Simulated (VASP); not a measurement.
# Be (Fm-3m) in VASP: relaxation of cell and atoms with PBE

Aim: the relaxation of cell and atoms of Be with PBE.

Program: VASP 6.6.1. These are calculated values, not measurements. Logs are shortened: lines on timing, memory, paths and dates and some standing lists are left out, and cuts for length are marked.

## 1. The cell of the first run

It takes space group Fm-3m (No. 225, cubic). Conventional cell: a = 3.157 Å, b = 3.157 Å, c = 3.157 Å, α = 90.00°, β = 90.00°, γ = 90.00°. Be (site symmetry m-3m) is surrounded by 12 Be at 2.23 Å.

The cell was built by a generator and needn't be a form met in nature.

## 2. Relaxation of cell and atoms, PBE (cell and atoms relaxed tightly for response)

INCAR

```
PREC = Accurate
ENCUT = 600
EDIFF = 1E-7
ISMEAR = -1
SIGMA = 0.15
LREAL = False
LASPH = True
NELM = 100
ALGO = Normal
ISIF = 3
LWAVE = False
LCHARG = False
GGA = PE
IBRION = 2
NSW = 80
EDIFFG = -0.001
```

KPOINTS

```
regular mesh
0
Gamma
  32 32 32
```

POSCAR

```
Be
1.0
    0.0000000000      1.5784156514      1.5784156514
    1.5784156514      0.0000000000      1.5784156514
    1.5784156514      1.5784156514      0.0000000000
Be
1
Direct
    0.0000000000      0.0000000000      0.0000000000
```

Potentials or basis: VASP PAW PBE potentials, release 64 (Be).

Command:

```console
$ cat potpaw_PBE.64/Be/POTCAR > POTCAR
$ mpirun -np 1 vasp_std > vasp.out
```

OUTCAR:

```text
PREC = Accurate
   ENCUT = 600
   EDIFF = 1E-7
   ISMEAR = -1
   LREAL = False
   LASPH = True
   NELM = 100
   ISIF = 3
   GGA = PE
   IBRION = 2
   NSW = 80
   EDIFFG = -0.001

 ion  position               nearest neighbor table
   1  0.000  0.000  0.000-

  LATTYP: Found a face centered cubic cell.
 ALAT       =     3.1568313028

  Lattice vectors:

 A1 = (   0.0000000000,   1.5784156514,   1.5784156514)
 A2 = (   1.5784156514,   0.0000000000,   1.5784156514)
 A3 = (   1.5784156514,   1.5784156514,   0.0000000000)

Analysis of symmetry for initial positions (statically):
=====================================================================
 Subroutine PRICEL returns:
 Original cell was already a primitive cell.

 Routine SETGRP: Setting up the symmetry group for a
 face centered cubic supercell.

 Subroutine GETGRP returns: Found 48 space group operations
 (whereof 48 operations were pure point group operations)
 out of a pool of 48 trial point group operations.

The static configuration has the point symmetry O_h .

Analysis of symmetry for dynamics (positions and initial velocities):
=====================================================================
 Subroutine PRICEL returns:
 Original cell was already a primitive cell.

 Routine SETGRP: Setting up the symmetry group for a
 face centered cubic supercell.

 Subroutine GETGRP returns: Found 48 space group operations
 (whereof 48 operations were pure point group operations)
 out of a pool of 48 trial point group operations.

The dynamic configuration has the point symmetry O_h .

 Subroutine INISYM returns: Found 48 space group operations
 (whereof 48 operations are pure point group operations),
 and found     1 'primitive' translations

----------------------------------------------------------------------------------------

                                     Primitive cell

  volume of cell :       7.8649

  direct lattice vectors                    reciprocal lattice vectors
     0.000000000  1.578415651  1.578415651    -0.316773341  0.316773341  0.316773341
     1.578415651  0.000000000  1.578415651     0.316773341 -0.316773341  0.316773341
     1.578415651  1.578415651  0.000000000     0.316773341  0.316773341 -0.316773341

  length of vectors
     2.232216821  2.232216821  2.232216821     0.548667522  0.548667522  0.548667522

  position of ions in fractional coordinates (direct lattice)
     0.000000000  0.000000000  0.000000000

  ion indices of the primitive-cell ions
   primitive index   ion index
                 1           1

----------------------------------------------------------------------------------------

 KPOINTS: regular mesh

Automatic generation of k-mesh.
 Grid dimensions read from file:
 generate k-points for:   32   32   32

 Generating k-lattice:

  Cartesian coordinates                     Fractional coordinates (reciprocal lattice)
    -0.009899167  0.009899167  0.009899167     0.031250000  0.000000000  0.000000000
     0.009899167 -0.009899167  0.009899167     0.000000000  0.031250000  0.000000000
     0.009899167  0.009899167 -0.009899167     0.000000000  0.000000000  0.031250000

  Length of vectors
     0.017145860  0.017145860  0.017145860

  Shift w.r.t. Gamma in fractional coordinates (k-lattice)
     0.000000000  0.000000000  0.000000000

 Subroutine IBZKPT returns following result:
 ===========================================

 Found    897 irreducible k-points:

 Following reciprocal coordinates:
            Coordinates               Weight
  0.000000  0.000000  0.000000      1.000000
  0.031250  0.000000  0.000000      8.000000
  0.062500  0.000000  0.000000      8.000000
  0.093750  0.000000  0.000000      8.000000
  0.125000  0.000000  0.000000      8.000000
  0.156250  0.000000  0.000000      8.000000
[... 16 lines left out ...]
  0.187500  0.031250  0.000000     24.000000
  0.218750  0.031250  0.000000     24.000000
 [... further k-points ...]
   k-points           NKPTS =    897   k-points in BZ     NKDIM =    897   number of bands    NBANDS=      5
   number of dos      NEDOS =    301   number of ions     NIONS =      1
   total plane-waves  NPLWV =   5832
   dimension x,y,z NGX =    18 NGY =   18 NGZ =   18
   dimension x,y,z NGXF=    36 NGYF=   36 NGZF=   36
   ions per type =               1
   NGX,Y,Z   is equivalent  to a cutoff of  13.41, 13.41, 13.41 a.u.
   NGXF,Y,Z  is equivalent  to a cutoff of  26.81, 26.81, 26.81 a.u.
 SYSTEM =  unknown system
   PREC   = accura    normal or accurate (medium, high low for compatibility)
   ISTART =      0    job   : 0-new  1-cont  2-samecut
   ICHARG =      2    charge: 1-file 2-atom 10-const
   ISPIN  =      1    spin polarized calculation?
   LNONCOLLINEAR =      F non collinear calculations
   LSORBIT =      F    spin-orbit coupling
   LASPH  =      T    aspherical Exc in radial PAW
   ENCUT  =  600.0 eV  44.10 Ry    6.64 a.u.   4.46  4.46  4.46*2*pi/ulx,y,z
   NELM   =    100;   NELMIN=  2; NELMDL= -5     # of ELM steps
   EDIFF  = 0.1E-06   stopping-criterion for ELM
   LREAL  =      F    real-space projection
   EDIFFG = -.1E-02   stopping-criterion for IOM
   NSW    =     80    number of steps for IOM
   IBRION =      2    ionic relax: 0-MD 1-quasi-New 2-CG
   NFREE  =      1    steps in history (QN), initial steepest desc. (CG)
   ISIF   =      3    stress and relaxation
   ISYM   =      2    0-nonsym 1-usesym 2-fastsym
   POTIM  = 0.5000    time-step for ionic-motion
   TEBEG  =    0.0;   TEEND  =   0.0 temperature during run
   PSTRESS=    0.0 pullay stress
   NELECT =       2.0000    total number of electrons
   NUPDOWN=      -1.0000    fix difference up-down
   EMIN   =  10.00;   EMAX   =-10.00  energy-range for DOS
   EFERMI =   0.00;   METHOD = LEGACY
   ISMEAR =    -1;   SIGMA  =   0.15  broadening in eV -4-tet -1-fermi 0-gaus
   EFERMI_NEDOS =   21; number of points for ismear=-14 and -15
   IALGO  =     38    algorithm
   IMIX   =      4    mixing-type and parameters
     AMIX     =   0.40;   BMIX     =  1.00
     AMIX_MAG =   1.60;   BMIX_MAG =  1.00
  volume/ion in A,a.u.               =       7.86        53.08
  Fermi-wavevector in a.u.,A,eV,Ry     =   1.037178  1.959983 14.636317  1.075739
  Thomas-Fermi vector in A             =   2.171604
   LORBIT       =      0    0 simple, 1 ext, 2 COOP (PROOUT), +10 PAW based schemes
   GGA     = PE    functional components
   LHFCALC =     F    Hartree Fock is set to
   AEXX    =    0.0000 exact exchange contribution
   IVDW    =     0    specifies the selected vdW correction
   LEPSILON=     F    determine dielectric tensor
   LRPA    =     F    only Hartree local field effects (RPA)
 conjugate gradient relaxation of ions
 non-spin polarized calculation
  energy-cutoff  :      600.00
  volume of cell :        7.86
 maximum number of plane-waves:       275
 NGX is ok and might be reduce to    18
   NGX =  9   NGY =  9   NGZ =  9

--------------------------------------- Ionic step        1  -------------------------------------------

 number of electron       2.0000000 magnetization

 Free energy of the ion-electron system (eV)
  ---------------------------------------------------
  ext. energy  EPLUGINS =         0.00000000
  ---------------------------------------------------
  free energy    TOTEN  =        -3.69015445 eV

  energy without entropy =       -3.68181668  energy(sigma->0) =       -3.68598557

------------------------ aborting loop because EDIFF is reached ----------------------------------------

  FORCE on cell =-STRESS in cart. coord.  units (eV):
  Direction    XX          YY          ZZ          XY          YZ          ZX
  --------------------------------------------------------------------------------------
  -------------------------------------------------------------------------------------
  Total        0.0255743      0.0255743      0.0255743      0.0000000     -0.0000000      0.0000000
  in kB        5.2097860      5.2097860      5.2097860      0.0000000     -0.0000000      0.0000000
  external PRESSURE =       5.2097860 kB  Pullay stress =       0.0000000 kB

 VOLUME and BASIS-vectors are now :
 -----------------------------------------------------------------------------
  energy-cutoff  :      600.00
  volume of cell :        7.86
      direct lattice vectors                 reciprocal lattice vectors
     0.000000000  1.578415651  1.578415651    -0.316773341  0.316773341  0.316773341
     1.578415651  0.000000000  1.578415651     0.316773341 -0.316773341  0.316773341
     1.578415651  1.578415651  0.000000000     0.316773341  0.316773341 -0.316773341
[... 36 lines left out ...]
 POSITION                                       TOTAL-FORCE (eV/Angst)
 -----------------------------------------------------------------------------------
      0.00000      0.00000      0.00000        -0.000000      0.000000      0.000000
 -----------------------------------------------------------------------------------
    total drift:                               -0.000000      0.000000     -0.000000

  FREE ENERGIE OF THE ION-ELECTRON SYSTEM (eV)
  ---------------------------------------------------
  free  energy   TOTEN  =        -3.6902072648 eV

  energy  without entropy=       -3.6817754199  energy(sigma->0) =       -3.68599134

--------------------------------------- Ionic step        3  -------------------------------------------

 number of electron       2.0000000 magnetization

 Free energy of the ion-electron system (eV)
  ---------------------------------------------------
  ext. energy  EPLUGINS =         0.00000000
  ---------------------------------------------------
  free energy    TOTEN  =        -3.69020818 eV

  energy without entropy =       -3.68175725  energy(sigma->0) =       -3.68598272

 E-fermi :   7.4326     XC(G=0): -10.6127

 val. band max:        7.4201830156   @ k =  -0.3125   0.4062   0.0938
 cond. band min:       7.4615993334   @ k =  -0.3750   0.3437   0.0000
 fundamental gap:      0.0414163178
 Fermi energy:         7.4326253958

 k-point     1 :       0.0000    0.0000    0.0000
  band No.  band energies     occupation
      1      -4.3279      2.00000
      2      26.9165      0.00000
      3      26.9165      0.00000
      4      26.9165      0.00000
      5      36.5813      0.00000

 k-point     2 :       0.0312    0.0000    0.0000
  band No.  band energies     occupation
      1      -4.2956      2.00000
      2      26.6520      0.00000
      3      26.8594      0.00000
      4      26.8594      0.00000
      5      36.0152      0.00000

 k-point     3 :       0.0625    0.0000    0.0000
  band No.  band energies     occupation
      1      -4.1985      2.00000
      2      25.8866      0.00000
      3      26.6977      0.00000
      4      26.6977      0.00000
      5      35.2876      0.00000
[... 153 lines left out ...]
 k-point    23 :       0.1875    0.0312    0.0000
  band No.  band energies     occupation
      1      -3.2605      2.00000
      2      20.5652      0.00000
      3      24.9906      0.00000
      4      26.1278      0.00000
      5      34.6858      0.00000

 k-point    24 :       0.2188    0.0312    0.0000
  band No.  band energies     occupation
      1      -2.8626      2.00000
      2      18.8955      0.00000
      3      24.6752      0.00000
      4      25.8365      0.00000
      5      34.9992      0.00000

 [... further k-points ...]

------------------------ aborting loop because EDIFF is reached ----------------------------------------

  FORCE on cell =-STRESS in cart. coord.  units (eV):
  Direction    XX          YY          ZZ          XY          YZ          ZX
  --------------------------------------------------------------------------------------
  -------------------------------------------------------------------------------------
  Total       -0.0006098     -0.0006098     -0.0006098      0.0000000     -0.0000000      0.0000000
  in kB       -0.1236725     -0.1236725     -0.1236725      0.0000000     -0.0000000      0.0000000
  external PRESSURE =      -0.1236725 kB  Pullay stress =       0.0000000 kB

 VOLUME and BASIS-vectors are now :
 -----------------------------------------------------------------------------
  energy-cutoff  :      600.00
  volume of cell :        7.90
      direct lattice vectors                 reciprocal lattice vectors
    -0.000000000  1.580757710  1.580757710    -0.316304008  0.316304008  0.316304008
     1.580757710 -0.000000000  1.580757710     0.316304008 -0.316304008  0.316304008
     1.580757710  1.580757710 -0.000000000     0.316304008  0.316304008 -0.316304008

 POSITION                                       TOTAL-FORCE (eV/Angst)
 -----------------------------------------------------------------------------------
      0.00000      0.00000      0.00000         0.000000      0.000000     -0.000000
 -----------------------------------------------------------------------------------
    total drift:                                0.000000     -0.000000      0.000000

  FREE ENERGIE OF THE ION-ELECTRON SYSTEM (eV)
  ---------------------------------------------------
  free  energy   TOTEN  =        -3.6902081802 eV

  energy  without entropy=       -3.6817572508  energy(sigma->0) =       -3.68598272

 reached required accuracy - stopping structural energy minimisation
```

It took 41 s on 1 thread of Intel Xeon Platinum 8259CL at 2.50GHz (Skylake/Cascade Lake), shared host; peak memory 0.15 GiB.

Results:

| Item | Value |
| --- | --- |
| Free energy | -3.6902 eV |
| Relaxed volume | 7.90 Å³/atom |
| Relaxed cell | a = 2.236 Å, b = 2.236 Å, c = 2.236 Å, α = 60.00°, β = 60.00°, γ = 60.00° |
| Space group after relaxing (to 0.05 Å) | Fm-3m (No. 225) |
| Energy gained by relaxing | 0.1 meV/atom |
| Ionic steps | 3 |
| Pressure after relaxing | 0.0 GPa |
| Band gap on the k mesh | none (metal or under the smearing width) |

Final structure:
```cif
data_structure
_symmetry_space_group_name_H-M 'P 1'
_symmetry_Int_Tables_number 1
_cell_length_a 2.2355
_cell_length_b 2.2355
_cell_length_c 2.2355
_cell_angle_alpha 60.000
_cell_angle_beta 60.000
_cell_angle_gamma 60.000
_cell_volume 7.90
loop_
_atom_site_label
_atom_site_type_symbol
_atom_site_fract_x
_atom_site_fract_y
_atom_site_fract_z
_atom_site_occupancy
Be1 Be 0.00000 0.00000 0.00000 1
```
